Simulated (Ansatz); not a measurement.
Molecular dynamics of Zr₁₀HN₈

Input file:

```yaml
accuracy: low
crystal:
  lattice:
    - [-6.69779, -5.634654, 0.0]
    - [4.739747, -5.634654, 0.0]
    - [2.774018, 2.341046, 7.967326]
  atoms:
    - { symbol: Zr, position: [0.0532194, 0.691894, 0.9477832] }
    - { symbol: Zr, position: [0.6548035, 0.6053559, 0.8461854] }
    - { symbol: Zr, position: [0.3451965, 0.3946441, 0.1538146] }
    - { symbol: Zr, position: [0.9467806, 0.308106, 0.0522168] }
    - { symbol: Zr, position: [0.1521473, 0.6041287, 0.3468609] }
    - { symbol: Zr, position: [0.749202, 0.4997073, 0.2505706] }
    - { symbol: Zr, position: [0.9486029, 0.8056966, 0.552391] }
    - { symbol: Zr, position: [0.0513971, 0.1943034, 0.447609] }
    - { symbol: Zr, position: [0.250798, 0.5002927, 0.7494294] }
    - { symbol: Zr, position: [0.8478527, 0.3958713, 0.6531391] }
    - { symbol: H, position: [0.0, 0.5, 0.5] }
    - { symbol: "N", position: [0.7007672, 0.3021763, 0.8009241] }
    - { symbol: "N", position: [0.0999186, 0.3990953, 0.9018564] }
    - { symbol: "N", position: [0.2992328, 0.6978237, 0.1990759] }
    - { symbol: "N", position: [0.9000814, 0.6009047, 0.0981436] }
    - { symbol: "N", position: [0.098212, 0.9005445, 0.4003395] }
    - { symbol: "N", position: [0.1991642, 0.3014422, 0.2996272] }
    - { symbol: "N", position: [0.901788, 0.0994555, 0.5996605] }
    - { symbol: "N", position: [0.8008358, 0.6985579, 0.7003728] }
    - { symbol: Zr, position: [0.5532194, 0.191894, 0.9477832] }
    - { symbol: Zr, position: [0.1548035, 0.1053559, 0.8461854] }
    - { symbol: Zr, position: [0.8451965, 0.8946441, 0.1538146] }
    - { symbol: Zr, position: [0.4467807, 0.808106, 0.0522168] }
    - { symbol: Zr, position: [0.6521473, 0.1041287, 0.3468609] }
    - { symbol: Zr, position: [0.249202, 0.9997073, 0.2505706] }
    - { symbol: Zr, position: [0.4486029, 0.3056966, 0.552391] }
    - { symbol: Zr, position: [0.5513971, 0.6943034, 0.447609] }
    - { symbol: Zr, position: [0.750798, 0.0002927, 0.7494294] }
    - { symbol: Zr, position: [0.3478527, 0.8958713, 0.6531391] }
    - { symbol: H, position: [0.5, 0.0, 0.5] }
    - { symbol: "N", position: [0.2007672, 0.8021763, 0.8009241] }
    - { symbol: "N", position: [0.5999186, 0.8990953, 0.9018564] }
    - { symbol: "N", position: [0.7992328, 0.1978237, 0.1990759] }
    - { symbol: "N", position: [0.4000814, 0.1009047, 0.0981436] }
    - { symbol: "N", position: [0.598212, 0.4005445, 0.4003395] }
    - { symbol: "N", position: [0.6991642, 0.8014422, 0.2996272] }
    - { symbol: "N", position: [0.401788, 0.5994555, 0.5996605] }
    - { symbol: "N", position: [0.3008358, 0.1985579, 0.7003728] }
basis:
  ecutwfc: 420.0
kpoints:
  mp_grid: { grid: [1, 1, 1] }
hamiltonian:
  xc: pbesol
scf:
  occupations: { method: fermi_dirac, width: 0.05 }
  lower_state_search: "off"
md:
  timestep: 0.75
  n_steps: 400
  ensemble: nve
  temperature: 3000.0
  initial_velocities: maxwell_boltzmann
  seed: 352599
```

Command:

```bash
$ ansatz run input.yaml --threads 2 --pin off --max-ram 5120MiB --backend cpu --events-out ev --progress --plain --runs-dir out
```

It starts from an unrelaxed structure (largest force component 0.83 eV/Å).

Output, in part (step lines):

```
md step     0: t =     0.00 fs  T =  3000.0 K  F+E_penalty+E_count = -88720.69345502 eV  E_kin = 14.347860 eV  conserved = -88706.34559513 eV  (10 SCF iters)
md step     1: t =     0.75 fs  T =  2992.1 K  F+E_penalty+E_count = -88720.65556663 eV  E_kin = 14.309948 eV  conserved = -88706.34561892 eV  (7 SCF iters)
md step     2: t =     1.50 fs  T =  2971.4 K  F+E_penalty+E_count = -88720.55669892 eV  E_kin = 14.211102 eV  conserved = -88706.34559706 eV  (7 SCF iters)
md step     3: t =     2.25 fs  T =  2938.2 K  F+E_penalty+E_count = -88720.39763499 eV  E_kin = 14.052116 eV  conserved = -88706.34551893 eV  (7 SCF iters)
md step     4: t =     3.00 fs  T =  2892.7 K  F+E_penalty+E_count = -88720.18021189 eV  E_kin = 13.834844 eV  conserved = -88706.34536778 eV  (7 SCF iters)
md step     5: t =     3.75 fs  T =  2835.8 K  F+E_penalty+E_count = -88719.90754453 eV  E_kin = 13.562424 eV  conserved = -88706.34512049 eV  (4 SCF iters)
md step     6: t =     4.50 fs  T =  2768.3 K  F+E_penalty+E_count = -88719.58433092 eV  E_kin = 13.239579 eV  conserved = -88706.34475230 eV  (3 SCF iters)
md step     7: t =     5.25 fs  T =  2691.6 K  F+E_penalty+E_count = -88719.21717822 eV  E_kin = 12.872933 eV  conserved = -88706.34424524 eV  (3 SCF iters)
[... lines left out ...]
```

The steps, from the saved trajectory:

```tsv
time (fs)	T (K)	potential energy less start (eV)	conserved less start (meV/atom)
0	3000	0.000	0.00
9.75	2156	4.040	0.12
19.5	1293	8.167	0.14
29.25	1134	8.929	0.12
39	1186	8.680	0.09
48.75	962	9.753	0.10
58.5	1292	8.173	0.07
68.25	1603	6.687	0.12
78	1806	5.712	0.07
87.75	1798	5.752	0.10
97.5	1836	5.571	0.06
107.25	1619	6.608	0.08
117	1536	7.005	0.11
126.75	1633	6.540	0.08
136.5	1564	6.871	0.10
146.25	1591	6.744	0.10
156	1643	6.492	0.11
165.75	1496	7.198	0.11
175.5	1447	7.430	0.10
185.25	1497	7.192	0.04
195	1358	7.856	0.09
204.75	1447	7.431	0.05
214.5	1357	7.864	0.10
224.25	1450	7.418	0.09
234	1851	5.496	0.05
243.75	1824	5.628	0.07
253.5	1531	7.032	0.11
263.25	1619	6.607	0.08
273	1763	5.918	0.08
282.75	1671	6.360	0.07
292.5	1455	7.394	0.10
```

The run went to its last step. The conserved energy stayed within 0.18 meV per atom of its start (net change 0.11 meV per atom), so the integration is sound. Over the second half the temperature averaged 0.52 of the 3000 K drawn at the start: a run that starts near a minimum puts about half its kinetic energy into the potential. A run of 0.3 ps of so small a system gives no equilibrium averages. Limits of this set-up: coarse k mesh, low accuracy level.

Mean squared displacements from the first frame to the last, about the centre of mass: Zr 0.05 Å², H 0.37 Å², N 0.07 Å².

Last frame:

```xyz
38
Lattice="-6.6978 -5.6347 0.0000 4.7397 -5.6347 0.0000 2.7740 2.3410 7.9673" Properties=species:S:1:pos:R:3
Zr 5.533 -1.770 7.366
Zr 0.858 -5.106 6.737
Zr -0.201 -3.846 1.552
Zr -4.683 -6.824 0.594
Zr 2.894 -3.582 2.705
Zr -2.099 -6.531 2.037
Zr -1.028 -8.654 4.320
Zr 1.974 -0.429 3.571
Zr 2.813 -2.582 6.168
Zr -2.004 -5.207 5.304
H 3.941 -2.187 3.495
N -1.087 -3.910 6.524
N 3.756 -0.542 7.421
N 2.002 -5.138 1.367
N -3.134 -8.405 0.938
N 5.000 -5.000 3.192
N 0.972 -2.373 2.462
N -3.886 -3.982 5.045
N -0.120 -6.782 5.399
Zr -0.102 -2.033 7.640
Zr 1.653 0.466 6.906
Zr -1.013 -9.379 0.998
Zr 0.962 -6.954 0.496
Zr -3.038 -3.434 2.795
Zr 3.870 -6.554 1.989
Zr -0.024 -2.934 4.164
Zr 0.853 -6.048 3.329
Zr -2.990 -2.299 6.025
Zr 3.984 -5.473 4.983
H -1.747 -1.418 3.718
N 4.768 -3.795 6.340
N 2.940 -6.305 7.159
N -3.861 -5.005 1.594
N -1.990 -2.595 0.637
N -1.307 -4.960 3.320
N -0.142 -7.829 2.293
N 1.490 -4.332 4.681
N 0.761 -1.158 5.377
```

The run took 21 min on 2 threads of Arm Neoverse V1 (shared host), peak memory 0.67 GiB.
